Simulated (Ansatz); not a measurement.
**Contact densities of Cu against volume**

```yaml
crystal:
  lattice:
    - [0.00000, 1.80750, 1.80750]
    - [1.80750, 0.00000, 1.80750]
    - [1.80750, 1.80750, 0.00000]
  atoms:
    - { symbol: Cu, position: [0.00000, 0.00000, 0.00000] }
```

The cell is COD entry 5000216, as deposited and not checked against the literature; nothing was relaxed.

Computed with Ansatz 0.2.0, DFT, PBE, all-electron PAW with datasets made for the crystal, scalar-relativistic.

Numerical set-up: a Γ-centred 19×19×19 k mesh, Fermi–Dirac smearing of 0.08 eV, cutoff 300 eV (chosen by the program for this cell), no spin polarisation.

The contact density is the mean electron density over the nuclear volume; its changes follow the s electrons' response to bonding and compression. Changes below are taken from the unscaled cell, where it is 147634 e/Å³ at Cu.

Volumes at which the program chose other datasets or cutoffs are left out.

```csv
V/V(cell),P (GPa),Δρ(0) Cu (e/Å³)
0.9600,8.5,?
0.9800,4.9,0.68
0.9900,3.2,?
1.0000,1.7,0.00
1.0100,0.2,-0.33
1.0200,-1.1,?
```

Task: What belongs in the row "0.9600", column "Δρ(0) Cu (e/Å³)"?

Result: 1.39.

Task: Give the missing entry: row "0.9900", column "Δρ(0) Cu (e/Å³)".

Result: 0.34.

Task: What belongs in the row "1.0200", column "Δρ(0) Cu (e/Å³)"?

Result: -0.65.

The datasets are made afresh for each cell, so very small changes are uncertain.
